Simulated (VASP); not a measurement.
# ZnS (F-43m) in VASP: a series of runs

Runs on ZnS. Level: LDA. Tasks: relaxation of cell and atoms.

All numbers are computed with VASP 6.6.1; they aren't measurements. Logs are shortened: lines on timing, memory, paths and dates and some standing lists are left out, and cuts for length are marked.

## (1) The structure

The structure is cubic, space group F-43m (No. 216). Conventional cell: a = 5.404 Å, b = 5.404 Å, c = 5.404 Å, α = 90.00°, β = 90.00°, γ = 90.00°. Zn (site symmetry -43m) has 4 S at 2.34 Å as nearest neighbours. S (site symmetry -43m) is surrounded by 4 Zn at 2.34 Å.

## (2) Relaxation of cell and atoms, LDA

Input file INCAR:

```
SYSTEM = ZnS
ALGO = Normal
EDIFF = 1E-7
EDIFFG = -0.002
ENCUT = 350
GGA = CA
IBRION = 2
ISIF = 3
ISMEAR = 0
LASPH = .TRUE.
LCHARG = .FALSE.
LREAL = .FALSE.
LWAVE = .FALSE.
NELM = 100
NSW = 80
PREC = Accurate
SIGMA = 0.02
```

Input file KPOINTS:

```
k-points
0
G
  6 6 6
  0 0 0
```

Input file POSCAR:

```
ZnS
1.0
    0.0000000000      2.7020000000      2.7020000000
    2.7020000000      0.0000000000      2.7020000000
    2.7020000000      2.7020000000      0.0000000000
Zn S
1 1
Direct
    0.2500000000      0.2500000000      0.2500000000
    0.0000000000      0.0000000000      0.0000000000
```

Potentials or basis: VASP PAW LDA potentials, release 64 (Zn, S).

Started as:

```sh
$ cat potpaw_LDA.64/Zn/POTCAR potpaw_LDA.64/S/POTCAR > POTCAR
$ mpirun -np 1 vasp_std > vasp.out
```

OUTCAR:

```text
SYSTEM = ZnS
   EDIFF = 1E-7
   EDIFFG = -0.002
   ENCUT = 350
   GGA = CA
   IBRION = 2
   ISIF = 3
   ISMEAR = 0
   LASPH = .TRUE.
   LREAL = .FALSE.
   NELM = 100
   NSW = 80
   PREC = Accurate

 ion  position               nearest neighbor table
   1  0.250  0.250  0.250-   2 2.34   2 2.34   2 2.34   2 2.34
   2  0.000  0.000  0.000-   1 2.34   1 2.34   1 2.34   1 2.34

  LATTYP: Found a face centered cubic cell.
 ALAT       =     5.4040000000

  Lattice vectors:

 A1 = (   0.0000000000,   2.7020000000,   2.7020000000)
 A2 = (   2.7020000000,   0.0000000000,   2.7020000000)
 A3 = (   2.7020000000,   2.7020000000,   0.0000000000)

Analysis of symmetry for initial positions (statically):
=====================================================================
 Subroutine PRICEL returns:
 Original cell was already a primitive cell.

 Routine SETGRP: Setting up the symmetry group for a
 face centered cubic supercell.

 Subroutine GETGRP returns: Found 24 space group operations
 (whereof 24 operations were pure point group operations)
 out of a pool of 48 trial point group operations.

The static configuration has the point symmetry T_d .

Analysis of symmetry for dynamics (positions and initial velocities):
=====================================================================
 Subroutine PRICEL returns:
 Original cell was already a primitive cell.

 Routine SETGRP: Setting up the symmetry group for a
 face centered cubic supercell.

 Subroutine GETGRP returns: Found 24 space group operations
 (whereof 24 operations were pure point group operations)
 out of a pool of 48 trial point group operations.

The dynamic configuration has the point symmetry T_d .

 Subroutine INISYM returns: Found 24 space group operations
 (whereof 24 operations are pure point group operations),
 and found     1 'primitive' translations

----------------------------------------------------------------------------------------

                                     Primitive cell

  volume of cell :      39.4535

  direct lattice vectors                    reciprocal lattice vectors
     0.000000000  2.702000000  2.702000000    -0.185048113  0.185048113  0.185048113
     2.702000000  0.000000000  2.702000000     0.185048113 -0.185048113  0.185048113
     2.702000000  2.702000000  0.000000000     0.185048113  0.185048113 -0.185048113

  length of vectors
     3.821205046  3.821205046  3.821205046     0.320512733  0.320512733  0.320512733

  position of ions in fractional coordinates (direct lattice)
     0.250000000  0.250000000  0.250000000
     0.000000000  0.000000000  0.000000000

  ion indices of the primitive-cell ions
   primitive index   ion index
                 1           1
                 2           2

----------------------------------------------------------------------------------------

 KPOINTS: k-points

Automatic generation of k-mesh.
 Grid dimensions read from file:
 generate k-points for:    6    6    6

 Generating k-lattice:

  Cartesian coordinates                     Fractional coordinates (reciprocal lattice)
    -0.030841352  0.030841352  0.030841352     0.166666667  0.000000000  0.000000000
     0.030841352 -0.030841352  0.030841352     0.000000000  0.166666667  0.000000000
     0.030841352  0.030841352 -0.030841352     0.000000000  0.000000000  0.166666667

  Length of vectors
     0.053418789  0.053418789  0.053418789

  Shift w.r.t. Gamma in fractional coordinates (k-lattice)
     0.000000000  0.000000000  0.000000000

 Subroutine IBZKPT returns following result:
 ===========================================

 Found     16 irreducible k-points:

 Following reciprocal coordinates:
            Coordinates               Weight
  0.000000  0.000000  0.000000      1.000000
  0.166667  0.000000  0.000000      8.000000
  0.333333  0.000000  0.000000      8.000000
  0.500000  0.000000  0.000000      4.000000
  0.166667  0.166667  0.000000      6.000000
  0.333333  0.166667  0.000000     24.000000
[... 8 lines left out ...]
 -0.333333  0.333333  0.166667     24.000000
 -0.333333  0.500000  0.166667     12.000000
   k-points           NKPTS =     16   k-points in BZ     NKDIM =     16   number of bands    NBANDS=     13
   number of dos      NEDOS =    301   number of ions     NIONS =      2
   total plane-waves  NPLWV =  13824
   dimension x,y,z NGX =    24 NGY =   24 NGZ =   24
   dimension x,y,z NGXF=    48 NGYF=   48 NGZF=   48
   ions per type =               1   1
   NGX,Y,Z   is equivalent  to a cutoff of  10.44, 10.44, 10.44 a.u.
   NGXF,Y,Z  is equivalent  to a cutoff of  20.88, 20.88, 20.88 a.u.
 SYSTEM =  ZnS
   PREC   = accura    normal or accurate (medium, high low for compatibility)
   ISTART =      0    job   : 0-new  1-cont  2-samecut
   ICHARG =      2    charge: 1-file 2-atom 10-const
   ISPIN  =      1    spin polarized calculation?
   LNONCOLLINEAR =      F non collinear calculations
   LSORBIT =      F    spin-orbit coupling
   LASPH  =      T    aspherical Exc in radial PAW
   ENCUT  =  350.0 eV  25.72 Ry    5.07 a.u.   5.83  5.83  5.83*2*pi/ulx,y,z
   NELM   =    100;   NELMIN=  2; NELMDL= -5     # of ELM steps
   EDIFF  = 0.1E-06   stopping-criterion for ELM
   LREAL  =      F    real-space projection
   EDIFFG = -.2E-02   stopping-criterion for IOM
   NSW    =     80    number of steps for IOM
   IBRION =      2    ionic relax: 0-MD 1-quasi-New 2-CG
   NFREE  =      1    steps in history (QN), initial steepest desc. (CG)
   ISIF   =      3    stress and relaxation
   ISYM   =      2    0-nonsym 1-usesym 2-fastsym
   POTIM  = 0.5000    time-step for ionic-motion
   TEBEG  =    0.0;   TEEND  =   0.0 temperature during run
   PSTRESS=    0.0 pullay stress
   NELECT =      18.0000    total number of electrons
   NUPDOWN=      -1.0000    fix difference up-down
   EMIN   =  10.00;   EMAX   =-10.00  energy-range for DOS
   EFERMI =   0.00;   METHOD = LEGACY
   ISMEAR =     0;   SIGMA  =   0.02  broadening in eV -4-tet -1-fermi 0-gaus
   EFERMI_NEDOS =   21; number of points for ismear=-14 and -15
   IALGO  =     38    algorithm
   IMIX   =      4    mixing-type and parameters
     AMIX     =   0.40;   BMIX     =  1.00
     AMIX_MAG =   1.60;   BMIX_MAG =  1.00
  volume/ion in A,a.u.               =      19.73       133.12
  Fermi-wavevector in a.u.,A,eV,Ry     =   1.260290  2.381602 21.610537  1.588330
  Thomas-Fermi vector in A             =   2.393807
   LORBIT       =      0    0 simple, 1 ext, 2 COOP (PROOUT), +10 PAW based schemes
   GGA     = CA    functional components
   LHFCALC =     F    Hartree Fock is set to
   AEXX    =    0.0000 exact exchange contribution
   IVDW    =     0    specifies the selected vdW correction
   LEPSILON=     F    determine dielectric tensor
   LRPA    =     F    only Hartree local field effects (RPA)
 conjugate gradient relaxation of ions
 non-spin polarized calculation
 Gauss-broadening in eV      SIGMA  =   0.02
  energy-cutoff  :      350.00
  volume of cell :       39.45
 maximum number of plane-waves:       598
   NGX = 11   NGY = 11   NGZ = 11

--------------------------------------- Ionic step        1  -------------------------------------------

 number of electron      17.9999961 magnetization

 Free energy of the ion-electron system (eV)
  ---------------------------------------------------
  ext. energy  EPLUGINS =         0.00000000
  ---------------------------------------------------
  free energy    TOTEN  =        -8.17193274 eV

  energy without entropy =       -8.17193274  energy(sigma->0) =       -8.17193274

------------------------ aborting loop because EDIFF is reached ----------------------------------------

  FORCE on cell =-STRESS in cart. coord.  units (eV):
  Direction    XX          YY          ZZ          XY          YZ          ZX
  --------------------------------------------------------------------------------------
  -------------------------------------------------------------------------------------
  Total       -1.1212256     -1.1212256     -1.1212256      0.0000000      0.0000000      0.0000000
  in kB      -45.5320881    -45.5320881    -45.5320881      0.0000000      0.0000000      0.0000000
  external PRESSURE =     -45.5320881 kB  Pullay stress =       0.0000000 kB

 VOLUME and BASIS-vectors are now :
 -----------------------------------------------------------------------------
  energy-cutoff  :      350.00
  volume of cell :       39.45
      direct lattice vectors                 reciprocal lattice vectors
     0.000000000  2.702000000  2.702000000    -0.185048113  0.185048113  0.185048113
     2.702000000  0.000000000  2.702000000     0.185048113 -0.185048113  0.185048113
     2.702000000  2.702000000  0.000000000     0.185048113  0.185048113 -0.185048113

 POSITION                                       TOTAL-FORCE (eV/Angst)
 -----------------------------------------------------------------------------------
      1.35100      1.35100      1.35100         0.000000      0.000000      0.000000
      0.00000      0.00000      0.00000        -0.000000     -0.000000     -0.000000
 -----------------------------------------------------------------------------------
    total drift:                               -0.000001     -0.000001     -0.000000

  FREE ENERGIE OF THE ION-ELECTRON SYSTEM (eV)
  ---------------------------------------------------
  free  energy   TOTEN  =        -8.1719327405 eV
[... 17 lines left out ...]
 VOLUME and BASIS-vectors are now :
 -----------------------------------------------------------------------------
  energy-cutoff  :      350.00
  volume of cell :       36.34
      direct lattice vectors                 reciprocal lattice vectors
     0.000000000  2.628923194  2.628923194    -0.190191939  0.190191939  0.190191939
     2.628923194  0.000000000  2.628923194     0.190191939 -0.190191939  0.190191939
     2.628923194  2.628923194  0.000000000     0.190191939  0.190191939 -0.190191939

 POSITION                                       TOTAL-FORCE (eV/Angst)
 -----------------------------------------------------------------------------------
      1.31446      1.31446      1.31446        -0.000000      0.000000     -0.000000
      5.25785      5.25785      5.25785         0.000000     -0.000000      0.000000
 -----------------------------------------------------------------------------------
    total drift:                               -0.000001     -0.000001     -0.000001

  FREE ENERGIE OF THE ION-ELECTRON SYSTEM (eV)
  ---------------------------------------------------
  free  energy   TOTEN  =        -8.2016006606 eV

  energy  without entropy=       -8.2016006606  energy(sigma->0) =       -8.20160066

--------------------------------------- Ionic step        3  -------------------------------------------

 number of electron      17.9999996 magnetization

 Free energy of the ion-electron system (eV)
  ---------------------------------------------------
  ext. energy  EPLUGINS =         0.00000000
  ---------------------------------------------------
  free energy    TOTEN  =        -8.20660314 eV

  energy without entropy =       -8.20660314  energy(sigma->0) =       -8.20660314

 E-fermi :   2.6206     XC(G=0): -10.3170

 val. band max:        2.5205397569   @ k =   0.0000   0.0000   0.0000
 cond. band min:       4.6768164937   @ k =   0.0000   0.0000   0.0000
 fundamental gap:      2.1562767368
 Fermi energy:         2.6206019891

 k-point     1 :       0.0000    0.0000    0.0000
  band No.  band energies     occupation
      1     -11.0311      2.00000
      2      -4.2305      2.00000
      3      -4.2305      2.00000
      4      -4.2305      2.00000
      5      -3.6760      2.00000
      6      -3.6760      2.00000
      7       2.5205      2.00000
      8       2.5205      2.00000
      9       2.5205      2.00000
     10       4.6768      0.00000
     11       8.7251      0.00000
     12       8.7251      0.00000
     13       8.7251      0.00000

 k-point     2 :       0.1667    0.0000    0.0000
  band No.  band energies     occupation
      1     -10.8014      2.00000
      2      -4.2322      2.00000
      3      -4.1913      2.00000
      4      -4.1913      2.00000
      5      -3.6787      2.00000
      6      -3.6787      2.00000
      7       0.7071      2.00000
      8       2.2416      2.00000
      9       2.2416      2.00000
     10       5.7867      0.00000
     11       8.7744      0.00000
     12       9.1623      0.00000
     13       9.1623      0.00000
[... 235 lines left out ...]
 VOLUME and BASIS-vectors are now :
 -----------------------------------------------------------------------------
  energy-cutoff  :      350.00
  volume of cell :       37.15
      direct lattice vectors                 reciprocal lattice vectors
     0.000000000  2.648244354  2.648244354    -0.188804330  0.188804330  0.188804330
     2.648244354  0.000000000  2.648244354     0.188804330 -0.188804330  0.188804330
     2.648244354  2.648244354  0.000000000     0.188804330  0.188804330 -0.188804330

 POSITION                                       TOTAL-FORCE (eV/Angst)
 -----------------------------------------------------------------------------------
      1.32412      1.32412      1.32412        -0.000000      0.000000     -0.000000
      0.00000      0.00000      0.00000         0.000000     -0.000000      0.000000
 -----------------------------------------------------------------------------------
    total drift:                                0.000000      0.000000     -0.000001

  FREE ENERGIE OF THE ION-ELECTRON SYSTEM (eV)
  ---------------------------------------------------
  free  energy   TOTEN  =        -8.2066031375 eV

  energy  without entropy=       -8.2066031375  energy(sigma->0) =       -8.20660314

 reached required accuracy - stopping structural energy minimisation
```

Wall time 8.5 s (1 thread of Intel Xeon Platinum 8259CL at 2.50GHz (Skylake/Cascade Lake), shared host); peak memory 0.12 GiB.

What came out:

```
Free energy                            : -8.2066 eV
Relaxed volume                         : 18.57 Å³/atom
Relaxed cell                           : a = 3.745 Å, b = 3.745 Å, c = 3.745 Å, α = 60.00°, β = 60.00°, γ = 60.00°
Space group after relaxing (to 0.05 Å) : F-43m (No. 216)
Energy gained by relaxing              : 17.3 meV/atom
Ionic steps                            : 3
Pressure after relaxing                : 0.0 GPa
Band gap on the k mesh                 : 2.16 eV, direct
```

The path:
| step | energy change (eV) | largest force (eV/Å) | pressure (GPa) | volume (Å³) |
| --- | --- | --- | --- | --- |
| 1 | 0.0000 | 0.0000 | -4.55 | 39.45 |
| 2 | -0.0297 | 0.0000 | 2.00 | 36.34 |
| 3 | -0.0347 | 0.0000 | 0.00 | 37.15 |

Final structure:
```cif
data_structure
_symmetry_space_group_name_H-M 'P 1'
_symmetry_Int_Tables_number 1
_cell_length_a 3.7452
_cell_length_b 3.7452
_cell_length_c 3.7452
_cell_angle_alpha 60.000
_cell_angle_beta 60.000
_cell_angle_gamma 60.000
_cell_volume 37.15
loop_
_atom_site_label
_atom_site_type_symbol
_atom_site_fract_x
_atom_site_fract_y
_atom_site_fract_z
_atom_site_occupancy
Zn1 Zn 0.25000 0.25000 0.25000 1
S1 S 0.00000 0.00000 0.00000 1
```

Levels at points of the mesh, in eV from the valence-band top:
| k point | band 6 | band 7 | band 8 | band 9 | band 10 | band 11 | band 12 | band 13 |
| --- | --- | --- | --- | --- | --- | --- | --- | --- |
| (0.00, 0.00, 0.00) | -6.20 | 0.00 | 0.00 | 0.00 | 2.16 | 6.20 | 6.20 | 6.20 |
| (0.50, 0.00, 0.00) | -5.98 | -5.78 | -0.97 | -0.97 | 3.23 | 6.75 | 6.75 | 8.84 |
| (0.50, 0.50, 0.00) | -5.95 | -4.91 | -2.48 | -2.48 | 3.05 | 3.88 | 11.16 | 12.19 |

LDA usually gives volumes a few per cent too small. Zero-point motion and thermal expansion aren't in these numbers.

## (3) Relaxation of cell and atoms, LDA

This run uses another cell than the first one, of 18.57 Å³/atom, 0.941 times its volume.

INCAR is that of step 2.

KPOINTS is that of step 2.

Input file POSCAR:

```
ZnS                                     
1.0
    0.0000000000      2.6482443545      2.6482443545
    2.6482443545      0.0000000000      2.6482443545
    2.6482443545      2.6482443545      0.0000000000
  Zn              S             
     1     1
Direct
     0.2500000000000000    0.2500000000000000    0.2500000000000000
     0.0000000000000000    0.0000000000000000    0.0000000000000000
```

Potentials or basis: VASP PAW LDA potentials, release 64 (Zn, S).

Started as:

```sh
$ cat potpaw_LDA.64/Zn/POTCAR potpaw_LDA.64/S/POTCAR > POTCAR
$ mpirun -np 1 vasp_std > vasp.out
```

OUTCAR:

```text
SYSTEM = ZnS
   EDIFF = 1E-7
   EDIFFG = -0.002
   ENCUT = 350
   GGA = CA
   IBRION = 2
   ISIF = 3
   ISMEAR = 0
   LASPH = .TRUE.
   LREAL = .FALSE.
   NELM = 100
   NSW = 80
   PREC = Accurate

 ion  position               nearest neighbor table
   1  0.250  0.250  0.250-   2 2.29   2 2.29   2 2.29   2 2.29
   2  0.000  0.000  0.000-   1 2.29   1 2.29   1 2.29   1 2.29

  LATTYP: Found a face centered cubic cell.
 ALAT       =     5.2964887090
[... 485 lines left out ...]

  FORCE on cell =-STRESS in cart. coord.  units (eV):
  Direction    XX          YY          ZZ          XY          YZ          ZX
  --------------------------------------------------------------------------------------
  -------------------------------------------------------------------------------------
  Total       -0.0005673     -0.0005673     -0.0005673      0.0000000     -0.0000000     -0.0000000
  in kB       -0.0244520     -0.0244520     -0.0244520      0.0000000     -0.0000000     -0.0000000
  external PRESSURE =      -0.0244520 kB  Pullay stress =       0.0000000 kB

 VOLUME and BASIS-vectors are now :
 -----------------------------------------------------------------------------
  energy-cutoff  :      350.00
  volume of cell :       37.17
      direct lattice vectors                 reciprocal lattice vectors
    -0.000000000  2.648796473  2.648796473    -0.188764975  0.188764975  0.188764975
     2.648796473 -0.000000000  2.648796473     0.188764975 -0.188764975  0.188764975
     2.648796473  2.648796473 -0.000000000     0.188764975  0.188764975 -0.188764975

 POSITION                                       TOTAL-FORCE (eV/Angst)
 -----------------------------------------------------------------------------------
      1.32440      1.32440      1.32440        -0.000000     -0.000000     -0.000000
      2.64880      5.29759      2.64880         0.000000      0.000000      0.000000
 -----------------------------------------------------------------------------------
    total drift:                                0.000000      0.000000     -0.000001

  FREE ENERGIE OF THE ION-ELECTRON SYSTEM (eV)
  ---------------------------------------------------
  free  energy   TOTEN  =        -8.2028251155 eV

  energy  without entropy=       -8.2028251155  energy(sigma->0) =       -8.20282512

 reached required accuracy - stopping structural energy minimisation
```

Wall time 4.9 s (1 thread of Intel Xeon Platinum 8259CL at 2.50GHz (Skylake/Cascade Lake), shared host); peak memory 0.12 GiB.

Results:

```yaml
Free_energy: -8.2028 eV
Relaxed_volume: 18.58 Å³/atom
Relaxed_cell: a = 3.746 Å, b = 3.746 Å, c = 3.746 Å, α = 60.00°, β = 60.00°, γ = 60.00°
Space_group_after_relaxing_to_0.05_Å: F-43m (No. 216)
Energy_gained_by_relaxing: 0.0 meV/atom
Ionic_steps: 2
Pressure_after_relaxing: 0.0 GPa
Band_gap_on_the_k_mesh: 2.15 eV, direct
```

Final structure:
```xyz
2
Lattice="0.0000 2.6488 2.6488 2.6488 0.0000 2.6488 2.6488 2.6488 0.0000" Properties=species:S:1:pos:R:3 pbc="T T T"
Zn    1.3244    1.3244    1.3244
S     2.6488    5.2976    2.6488
```

Levels at points of the mesh, in eV from the valence-band top:
| k point | band 7 | band 8 | band 9 | band 10 | band 11 | band 12 |
| --- | --- | --- | --- | --- | --- | --- |
| (0.00, 0.00, 0.00) | 0.00 | 0.00 | 0.00 | 2.15 | 6.21 | 6.21 |
| (0.50, 0.00, 0.00) | -5.78 | -0.97 | -0.97 | 3.23 | 6.75 | 6.75 |
| (0.50, 0.50, 0.00) | -4.91 | -2.47 | -2.47 | 3.05 | 3.88 | 11.16 |
